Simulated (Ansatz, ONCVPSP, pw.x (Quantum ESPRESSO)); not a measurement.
# Equation-of-state test of one ONCV potential (Ga (Z = 31))

gallium (Ga), optimised norm-conserving Vanderbilt (ONCV), made with ONCVPSP 4.0.1.1 (patched build) (LDA (Perdew-Wang 92), scalar-relativistic). Core [Ar] 3d10, reference 4s1 4p2. Waves: 4s: rc 1.70 bohr, ncon 4, nbas 8, qcut 3.2 1/bohr, 2 projectors, debl 3.5 Ha; 4p: rc 2.05 bohr, ncon 3, nbas 7, qcut 3.4 1/bohr, 2 projectors, debl 0.9 Ha; d scattering state at 0.37 Ha: rc 2.00 bohr, ncon 3, nbas 6, qcut 5 1/bohr, 2 projectors, debl 4 Ha. Local part: polynomial inside 1.65 bohr (lpopt 4, dvloc0 3 Ha). Core correction: Teter function, fcfact 1.75, rcfact 1.45.

Atomic tests: cutoffs needed: 16 Ha and 53 Ha (the cutoffs (Ha) at which the residual kinetic energy of the hardest occupied pseudo-wave falls to 1 and 0.1 mHa per electron) The cutoffs count occupied waves only; projector 2 of the d channel, the hardest unoccupied one, needs 88 Ha at the loose tolerance.; ghost test: no bound ghost flagged; GHOST(+) flagged for d at 148.1 eV, s at 192.3 eV; largest excitation error: -22 meV (all-electron minus pseudo) for 4s1 4p0, out of 4 test configurations.

Crystal test: fcc Ga in pw.x 7.5, no spin, 14³ k-points, Fermi–Dirac smearing 0.01 Ry, cutoffs 125/500 Ry. The reference is all-electron LAPW (Ansatz 0.2.0) with the same functional, mesh and smearing; V0 and B0 come from Birch–Murnaghan fits to the pressures at five volumes. Errors are pseudo minus all-electron; Δ is the rms difference of the E(V) curves that follow from these fits, minima aligned, over ±6 % about the mean V0. Mesh and smearing are coarse, so the numbers serve the comparison and aren't converged zero-temperature values; the lattice is a test structure that the element need not adopt.

All-electron: a0 = 4.093 Å (V0 = 17.15 Å³/atom), B0 = 65.0 GPa.

How far does the potential miss the all-electron equation of state?

mean pressure error (GPa): -4.37. The pressure does not cross zero within the volumes sampled, so no fit is given. This is a poor potential for the solid.

```csv
V (Å³/atom),P all-electron (GPa),P pseudo (GPa)
16.293,3.76,-1.33
16.721,1.73,-2.96
17.150,-0.02,-4.35
17.579,-1.53,-5.53
18.008,-2.83,-6.54
```

At the middle volume, how do free energy and pressure move when the wave cutoff is lowered (ecutrho kept at four times it)?

| cutoff (Ry) | shift of F (meV/atom) | shift of P (GPa) |
| --- | --- | --- |
| 56 | +27.4 | -0.30 |
| 75 | +18.3 | -0.02 |
| 100 | +6.9 | -0.30 |

The run at the middle volume (104 k-points, 5 iterations) took about 23 s on one core of a shared host (Neoverse-V1, 32 threads, 247 GiB, load 9).
